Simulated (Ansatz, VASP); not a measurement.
# Cross-check of InAs between VASP and Ansatz, part 3 of 3

Aim: how closely do two programs agree when they are given the same cell, functional and k mesh? The cell is taken from a series of runs on this material, whose earlier steps may have relaxed, scaled, displaced or heated it; both programs get it as it stands.

VASP 6.6.1 and Ansatz 0.2.0.

So far: Set-up; Ansatz: zone-centre phonons, PBEsol; VASP: zone-centre phonons, PBEsol.

### Step 3. VASP: zone-centre phonons, PBEsol (continued)

Level of this step: PBEsol; plane waves and PAW (As, In_d) (VASP).

Numbers of over 12 decimals in the logs are rounded to 6 here.

From OUTCAR (step 3):

```text
ion  position               nearest neighbor table
   1  0.750  0.750  0.750-   2 2.65   2 2.65   2 2.65   2 2.65
   2  0.000  0.000  0.000-   1 2.65   1 2.65   1 2.65   1 2.65

  LATTYP: Found a body centered tetragonal cell.
 ALAT       =     4.3904812588
 C/A-ratio  =     1.3548386910

 Subroutine GETGRP returns: Found  2 space group operations
 (whereof  2 operations were pure point group operations)

The static configuration has the point symmetry C_1h.

   k-points           NKPTS =   1728   k-points in BZ     NKDIM =   1728   number of bands    NBANDS=     15

   dimension x,y,z NGX =    32 NGY =   32 NGZ =   32
   dimension x,y,z NGXF=    64 NGYF=   64 NGZF=   64

   ENCUT  =  500.0 eV  36.75 Ry    6.06 a.u.   7.84  7.84  8.00*2*pi/ulx,y,z

   NELECT =      18.0000    total number of electrons

 k-points in reciprocal lattice and weights: Points of the shifted mesh
   0.04166667  0.04166667  0.04166667       0.001
   0.04166667  0.04166667  0.12500000       0.001
   0.04166667  0.04166667  0.20833333       0.001
   0.04166667  0.04166667  0.29166667       0.001
   0.04166667  0.04166667  0.37500000       0.001
   0.04166667  0.04166667  0.45833333       0.001
   0.04166667  0.04166667  0.54166667       0.001
   0.04166667  0.04166667  0.62500000       0.001
   0.04166667  0.04166667  0.70833333       0.001
[...]
0.95833333  0.95833333  0.87500000       0.001
   0.95833333  0.95833333  0.95833333       0.001

 average (electrostatic) potential at core
       1 -49.8343       2 -96.7460

  Total       -0.4655020     -0.4655020      0.0243430     -0.0010598     -0.0025026     -0.0025026
  in kB      -13.0088282    -13.0088282      0.6802849     -0.0296176     -0.0699370     -0.0699371
  external PRESSURE =      -8.4457905 kB  Pullay stress =       0.0000000 kB

  energy-cutoff  :      500.00
  volume of cell :       57.33
      direct lattice vectors                 reciprocal lattice vectors
     0.000000000  3.104539071  2.974196941    -0.161054504  0.161054504  0.168112607
     3.104539071  0.000000000  2.974196941     0.161054504 -0.161054504  0.168112607
     3.104539071  3.104539071  0.000000000     0.161054504  0.161054504 -0.168112607

 POSITION                                       TOTAL-FORCE (eV/Angst)
 -----------------------------------------------------------------------------------
      4.65671      4.65671      4.46126        -0.000074     -0.000074     -0.000059
      0.00010      0.00010      0.00003         0.000074      0.000074      0.000059
 -----------------------------------------------------------------------------------
    total drift:                               -0.000003     -0.000003     -0.000001

 Eigenvectors and eigenvalues of the dynamical matrix
 ----------------------------------------------------

   1 f  =    6.176550 THz    38.808408 2PiTHz  206.027533 cm-1    25.544147 meV
             X         Y         Z           dx          dy          dz
      4.656712  4.656712  4.461264    -0.549798   -0.549798    0.011207
      0.000097  0.000097  0.000031     0.444543    0.444543   -0.009064

   2 f  =    6.169590 THz    38.764674 2PiTHz  205.795354 cm-1    25.515361 meV
             X         Y         Z           dx          dy          dz
      4.656712  4.656712  4.461264     0.549853   -0.549853   -0.000000
      0.000097  0.000097  0.000031    -0.444591    0.444591    0.000000

   3 f  =    6.087198 THz    38.246992 2PiTHz  203.047064 cm-1    25.174616 meV
             X         Y         Z           dx          dy          dz
      4.656712  4.656712  4.461264    -0.007925   -0.007925   -0.777406
      0.000097  0.000097  0.000031     0.006409    0.006409    0.628834

   4 f/i=    0.002887 THz     0.018142 2PiTHz    0.096312 cm-1     0.011941 meV
             X         Y         Z           dx          dy          dz
      4.656712  4.656712  4.461264     0.444584    0.444584   -0.003196
      0.000097  0.000097  0.000031     0.549848    0.549848   -0.003953

   5 f/i=    0.002907 THz     0.018265 2PiTHz    0.096966 cm-1     0.012022 meV
             X         Y         Z           dx          dy          dz
      4.656712  4.656712  4.461264     0.444591   -0.444591    0.000000
      0.000097  0.000097  0.000031     0.549853   -0.549853    0.000000

   6 f/i=    0.004055 THz     0.025476 2PiTHz    0.135250 cm-1     0.016769 meV
             X         Y         Z           dx          dy          dz
      4.656712  4.656712  4.461264    -0.002261   -0.002261   -0.628891
      0.000097  0.000097  0.000031    -0.002795   -0.002795   -0.777477

 ELASTIC MODULI CONTR FROM IONIC RELAXATION (kBar)
 Direction    XX          YY          ZZ          XY          YZ          ZX
 --------------------------------------------------------------------------------
 XX          -0.0021      0.0009      0.0001     -0.2169      0.5262     -0.2948
 YY           0.0009     -0.0021      0.0001     -0.3278     -0.1778      0.5191
 ZZ           0.0001      0.0001     -0.0024      0.4843      0.3294      0.3527
 XY          -0.2169     -0.3278      0.4843   -201.4400      1.7363     -0.2273
 YZ           0.5262     -0.1778      0.3294      1.7363   -193.7618      1.8655
 ZX          -0.2948      0.5191      0.3527     -0.2273      1.8655   -193.8166
 --------------------------------------------------------------------------------
```

### Step 4. Side by side

Known differences besides the potentials themselves: the data sets hold 28 valence electrons in Ansatz (on its PAW soft_1 files) and 18 in VASP; the cutoff is 420 eV in Ansatz and 500 eV in VASP; Ansatz makes its cores anew for this functional, VASP keeps those of its PBE data sets. Total energies have different zeros and are not compared.

Both answers:

| quantity | Ansatz | VASP | difference |
| --- | --- | --- | --- |
| optical mode 1 (cm⁻¹) | 202.5 | 203.0 | -0.28 % |
| optical mode 2 (cm⁻¹) | 205.2 | 205.8 | -0.26 % |
| optical mode 3 (cm⁻¹) | 205.5 | 206.0 | -0.26 % |

Modes are paired by rising frequency, not by their patterns, so a pair may set unlike modes beside each other; they are those without the splitting of longitudinal modes.

### Step 5. Outcome

```json
{
 "r.m.s. difference of the optical zone-centre modes, each program's sorted by frequency (zone-centre phonons, PBEsol)": "0.55 cm⁻¹"
}
```

What this shows: The r.m.s. difference of the optical zone-centre modes, each program's sorted by frequency is 0.55 cm⁻¹ (zone-centre phonons, PBEsol). The data sets hold unlike numbers of valence electrons (28 in Ansatz and 18 in VASP), so part of the differences comes from the potentials. How closely two codes agree says nothing of how well the functional describes the real material.

[Lines on the potential files, build, host, timing and source positions are cut from VASP's logs without a mark.]

[Logs are printed without paths, hosts, clocks, repeated set-up lines and the standing remarks that a program may print on its own settings, such as how far it seeks lower states.]

[Hosts, paths, dates, database ids (printed as entryN), source tags and the programs' standing remarks are cut or masked in the printed files.]
